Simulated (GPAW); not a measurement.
# SrO (Fm-3m) in GPAW: further runs, part 2 of 2

GPAW 26.7.0.

**5. One-shot levels of the hybrid HSE06, LDA**

Contents of run.py:

```python
import numpy as np
import spglib
from ase import Atoms
from ase.dft.bandgap import bandgap
from ase.io import read, write
from ase.units import GPa
from gpaw import GPAW, PW
from gpaw.hybrids import NonSelfConsistentHybridXCCalculator
from gpaw.hybrids.energy import non_self_consistent_energy

atoms = read('SrO.cif')
cell, positions, numbers = spglib.find_primitive(
    (atoms.cell[:], atoms.get_scaled_positions(), atoms.numbers), symprec=1e-4)
atoms = Atoms(numbers, cell=cell, scaled_positions=positions, pbc=True)

calc = GPAW(mode=PW(600),
            xc='LDA',
            kpts={'size': (6, 6, 6), 'gamma': True},
            occupations={'name': 'fermi-dirac', 'width': 0.05},
            nbands=18,
            convergence={'density': 1e-05, 'energy': 1e-05, 'bands': 14, 'eigenstates': 1e-07},
            maxiter=150,
            txt='gpaw.txt')
atoms.calc = calc
energy = atoms.get_potential_energy()
forces = atoms.get_forces()
stress = atoms.get_stress()
calc.write('gs.gpw')
write('result.traj', atoms)
print(f'Energy: {energy:.6f} eV')
print('Forces (eV/A):')
print(forces.round(4))
print('Stress (GPa):', (stress / GPa).round(3))
print('Fermi level:', round(calc.get_fermi_level(), 4), 'eV')
print(f'Gap: {bandgap(calc)[0]:.4f} eV, direct: {bandgap(calc, direct=True)[0]:.4f} eV')

for xc in ['HSE06', 'YS-PBE0', 'EXX']:
    e = non_self_consistent_energy(calc, xc).sum()
    print(f'{xc} energy on these orbitals: {e:.6f} eV')
    nsc = NonSelfConsistentHybridXCCalculator.from_dft_calculation(
        calc.dft, xc, log=f'levels-{xc}.txt')
    dft_skn, hyb_skn = nsc.calculate(calc.dft.ibzwfs, 0, 14)
    np.savetxt(f'levels-{xc}.dat', hyb_skn.reshape((-1, hyb_skn.shape[-1])), fmt='%.4f')
```

SrO.cif is that of step 3.

Potentials or basis: the program's PAW data sets (release 1.2.1) made for this functional, pw.

Command:

```
> OMP_NUM_THREADS=1 python run.py
```

gpaw.txt:

```text
__  _  _
 | _ |_)|_||  |
 |__||  | ||/\| - 26.7.0

Input parameters:
  mode=PW(ecut=600.0),
  convergence={'density': 1e-05, 'energy': 1e-05, 'bands': 14, 'eigenstates': 1e-07},
  kpts=MonkhorstPack(size=(6, 6, 6), gamma=True),
  maxiter=150,
  nbands=18,
  occupations=Occupations(name='fermi-dirac', width=0.05),
  xc=XC(name='LDA')

Diagonalizing LCAO Hamiltonian
Converting LCAO to pw mode

               Sr

       O

Atoms  # Å, Bohr magnetons
|   | symbol |        x |        y |        z |    initial magnetic moments |
|---|--------|----------|----------|----------|-----------------------------|
| 0 |     Sr | 2.566300 | 2.566300 | 2.566300 | ( 0.0000,  0.0000,  0.0000) |
| 1 |      O | 0.000000 | 0.000000 | 0.000000 | ( 0.0000,  0.0000,  0.0000) |

Unit cell  # Å
| periodic |        x |        y |        z |  lengths |    angles |
|----------|----------|----------|----------|----------|-----------|
|      yes | 0.000000 | 2.566300 | 2.566300 | 3.629296 | 60.000000 |
[... 205 lines left out ...]
  Coulomb:         -10.161340
  Zero:             -0.207278
  External:          0.000000
  Xc:              -15.829768
  Entropy:          -0.000000
  Spinorbit:         0.000000
  ----------------------------
  Free energy:     -13.572401
  Extrapolated:    -13.572401

dipole moment: (-14.392295, -14.392295, -14.392295)  # |e|*Ang

Fermi level: 5.754
Eigenvalues  # (at kpt = [0.000, 0.000, 0.000])
| band index |      eig [eV] | occ [0-2] |
|------------|---------------|-----------|
|          0 |       -27.308 |     2.000 |
|          1 |        -9.998 |     2.000 |
|          2 |        -8.979 |     2.000 |
|          3 |        -8.979 |     2.000 |
|          4 |        -8.979 |     2.000 |
|          5 |         4.740 |     2.000 |
[... 8 lines left out ...]
|         14 |        16.977 |     0.000 |
|         15 |        27.828 |     0.000 |
|        ... |               |           |
|         17 |        27.828 |     0.000 |

Gap: 3.201 eV
Transition (v -> c):
  (s=0, k=0, n=7, [0.00, 0.00, 0.00]) -> (s=0, k=12, n=8, [0.50, 0.50, 0.00])
Direct/indirect transitions are different
Direct gap: 3.273 eV
Transition at: (s=0, k=12, n=7, [0.50, 0.50, 0.00])

Forces  # eV/Ang
|        x |        y |        z |
|----------|----------|----------|
|  0.00000 | -0.00000 | -0.00000 |  # Sr   0
| -0.00000 |  0.00000 |  0.00000 |  # O    1

Stress tensor  # eV/Ang^3
|        x |        y |        z |
|----------|----------|----------|
| 0.037646 | 0.000000 | 0.000000 |
| 0.000000 | 0.037646 | 0.000000 |
| 0.000000 | 0.000000 | 0.037646 |

# Writing to gs.gpw (mode='')
```

levels-HSE06.txt:

```text
IBZ(<points: 16, symmetries: 48>)
Occupied bands: 8
Calculating eigenvalues:
  k-points: 16
  Bands: 0-13 (inclusive)
HSE06-eigenvalue shifts:
  min: -2.926 eV
  ave: -0.418 eV
  max: 1.343 eV
```

Wall time 14 min (1 thread of Arm Neoverse V2, shared host); peak memory 0.68 GiB.

Results:

- Free energy: -13.5724 eV
- Pressure: -6.0 GPa
- Band gap on the k mesh: 3.20 eV, indirect (least direct gap 3.27 eV)
- Band gap of the one-shot hybrid: 5.25 eV
- Direct band gap of the one-shot hybrid: 5.31 eV

Levels at points of the mesh, in eV from the valence-band top:
```
           k point  band 5  band 6  band 7  band 8  band 9  band 10  band 11  band 12
(0.00, 0.00, 0.00)  -13.72    0.00    0.00    0.00    3.85     6.20     6.20     6.20
(0.50, 0.50, 0.00)  -14.11   -0.40   -0.07   -0.07    3.20     7.86    10.16    10.31
(0.50, 0.50, 0.50)  -12.45   -2.22   -1.12   -1.12    6.53     8.25     8.91     8.91
```

Band gaps from one-shot exact exchange on these states (eV): hse06 5.25, ys_pbe0 6.26, hf 13.40

Caveat: the k mesh is coarse; the cutoff is short for stress and forces, so pressures can be off by a GPa or more; energy and the plain gap are those of the semilocal run; the hybrids' values are one shot on its orbitals and mesh.

**6. Band structure, PBE, spin-orbit coupling, no magnetisation**

Contents of run.py:

```python
import numpy as np
from ase.dft.bandgap import bandgap
from ase.io import read, write
from ase.units import GPa
from gpaw import GPAW, PW
from gpaw.spinorbit import soc_eigenstates

atoms = read('POSCAR')

calc = GPAW(mode=PW(800),
            xc='PBE',
            kpts={'size': (7, 7, 7), 'gamma': True},
            occupations={'name': 'fermi-dirac', 'width': 0.05},
            nbands=16,
            convergence={'density': 1e-05, 'energy': 1e-05},
            maxiter=150,
            txt='gpaw.txt')
atoms.calc = calc
energy = atoms.get_potential_energy()
forces = atoms.get_forces()
stress = atoms.get_stress()
calc.write('gs.gpw')
write('result.traj', atoms)
print(f'Energy: {energy:.6f} eV')
print('Forces (eV/A):')
print(forces.round(4))
print('Stress (GPa):', (stress / GPa).round(3))
print('Fermi level:', round(calc.get_fermi_level(), 4), 'eV')
print(f'Gap: {bandgap(calc)[0]:.4f} eV, direct: {bandgap(calc, direct=True)[0]:.4f} eV')

path = atoms.cell.bandpath('GXWKGLUWLK,UX', npoints=60, eps=1e-4)
bs_calc = calc.fixed_density(kpts=path, symmetry='off', nbands=26,
                             convergence={'bands': 'CBM+6.0', 'eigenstates': 1e-6}, txt='bands.txt')
bs = bs_calc.band_structure()
bs.write('bs.json')
print(f'Gap on the path: {bandgap(bs_calc)[0]:.4f} eV')

soc = soc_eigenstates(bs_calc, theta=0, phi=0)
np.savetxt('soc_bands.dat', soc.eigenvalues(), fmt='%.4f')
mesh = soc_eigenstates('gs.gpw', theta=0, phi=0)
np.savetxt('soc_mesh.dat', mesh.eigenvalues(), fmt='%.4f')
print('Fermi level with spin-orbit coupling:', round(mesh.fermi_level, 4), 'eV')
```

Contents of POSCAR:

```
SrO
1.0
    0.0000000000      2.5663000000      2.5663000000
    2.5663000000      0.0000000000      2.5663000000
    2.5663000000      2.5663000000      0.0000000000
Sr O
1 1
Direct
    0.5000000000      0.5000000000      0.5000000000
    0.0000000000      0.0000000000      0.0000000000
```

Potentials or basis: GPAW PAW data sets (gpaw-data 1.2.1), pw.

Command:

```
> OMP_NUM_THREADS=1 python run.py
```

Wall time 27 s (1 thread of Arm Neoverse V2, shared host); peak memory 0.26 GiB.

Results (log left out):

- Free energy: -12.2911 eV
- Pressure: 3.8 GPa
- Band gap on the k mesh: 3.43 eV, indirect (least direct gap 3.50 eV)
- Band gap along the path: 3.34 eV, indirect (least direct gap 3.39 eV)

Levels at the corners of the path, in eV from the valence-band top:
```tsv
point	band 12	band 13	band 14	band 15	band 16	band 17	band 18	band 19	band 20	band 21
Γ	-0.06	0.00	0.00	0.00	0.00	4.04	4.04	6.27	6.27	6.27
X	-0.43	-0.13	-0.13	-0.05	-0.05	3.34	3.34	7.89	7.89	10.27
W	-1.12	-0.47	-0.47	-0.38	-0.38	6.06	6.06	6.06	6.06	8.70
K	-0.95	-0.57	-0.57	-0.45	-0.45	4.83	4.83	7.95	7.95	8.82
Γ	-0.06	0.00	0.00	0.00	0.00	4.04	4.04	6.27	6.27	6.27
L	-2.16	-1.12	-1.12	-1.11	-1.11	6.61	6.61	8.43	8.43	8.90
U	-0.95	-0.57	-0.57	-0.45	-0.45	4.83	4.83	7.95	7.95	8.82
W	-1.12	-0.47	-0.47	-0.38	-0.38	6.06	6.06	6.06	6.06	8.70
L	-2.16	-1.12	-1.12	-1.11	-1.11	6.61	6.61	8.43	8.43	8.90
K	-0.95	-0.57	-0.57	-0.45	-0.45	4.83	4.83	7.95	7.95	8.82
U	-0.95	-0.57	-0.57	-0.45	-0.45	4.83	4.83	7.95	7.95	8.82
X	-0.43	-0.13	-0.13	-0.05	-0.05	3.34	3.34	7.89	7.89	10.27
```

Caveat: spin-orbit coupling was added after a scalar SCF, so levels and gaps hold it while energy, forces, pressure and moments don't; this program's spin-orbit splittings come out too wide for heavy elements; the mesh misses the band edges, which the band path finds closer together. Expect the measured gap to be larger: semilocal functionals such as PBE lack the derivative discontinuity.

**7. Overview**

| task | level | potentials or basis | spin | k mesh | cutoff (eV) | band path | band points | hybrids on these orbitals | oneshot functional | spin axis theta (degrees) | gap on the mesh (eV) | pressure (GPa) |
| --- | --- | --- | --- | --- | --- | --- | --- | --- | --- | --- | --- | --- |
| equation of state | vdW-DF | GPAW PAW data sets (gpaw-data 1.2.1), pw | off | 7 × 7 × 7 | 800 | - | - | - | - | - | - | - |
| equation of state | r2SCAN | GPAW PAW data sets (gpaw-data 1.2.1), pw | off | 7 × 7 × 7 | 800 | - | - | - | - | - | - | - |
| band structure | LDA | PAW data sets generated in the run's folder for this functional, pw | off | 7 × 7 × 7 | 800 | GXWKGLUWLK,UX | 80 | - | - | - | 3.30 | -3.2 |
| one-shot levels of the hybrid HSE06 | LDA | the program's PAW data sets (release 1.2.1) made for this functional, pw | off | 6 × 6 × 6 | 600 | - | - | ["HSE06", "YS-PBE0", "EXX"] | HSE06 | - | 3.20 | -6.0 |
| band structure | PBE | GPAW PAW data sets (gpaw-data 1.2.1), pw | SOC, no magnetisation | 7 × 7 × 7 | 800 | GXWKGLUWLK,UX | 60 | - | - | 0 | 3.43 | 3.8 |

Alike in all rows: cell as given; smearing fermi-dirac 0.05 eV.

Caveats: the PAW data sets were made with another functional, which shifts forces and pressure a little (some runs); the mesh misses the band edges, which the band path finds closer together (some runs); the points scatter about the fit (some runs); the cutoff is short for stress and forces, so pressures can be off by a GPa or more (some runs); energy and the plain gap are those of the semilocal run (some runs); the hybrids' values are one shot on its orbitals and mesh (some runs).

Total energies depend on the potentials used, so only differences within one code and one set of settings carry meaning.
